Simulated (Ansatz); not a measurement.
# Moving spin-orbit coupling in WC

The cell as given:

```
CELL_PARAMETERS angstrom
0.00000 2.19268 2.19268
2.19268 0.00000 2.19268
2.19268 2.19268 0.00000
ATOMIC_POSITIONS crystal
W 0.00000 0.00000 0.00000
C 0.50000 0.50000 0.50000
```

The cell is a database's computed one, not the measured one.

Kept alike: task relaxation of cell and atoms; functional PBEsol; k mesh 7 × 7 × 7; occupations fermi-dirac, width 0.05 eV. Program: Ansatz, Ansatz PAW, cutoff 420 eV. The mesh is that of the run's cell of 2 atoms.

| spin-orbit coupling | volume (Å³/atom) |
| --- | --- |
| off | 10.249 |
| on | 10.245 |

The relaxations keep at least the cell's symmetry (Fm-3m). For a metal such a mesh leaves the last digits unconverged. Relaxations stop with a little pressure left, so the last digits of a volume or edge aren't settled. Ansatz's relaxations hold a Pulay term in the stress (up to 0.3 GPa here). All rows use potentials made for PBE.

The volume runs from 10.245 (on) to 10.249 Å³/atom (off).
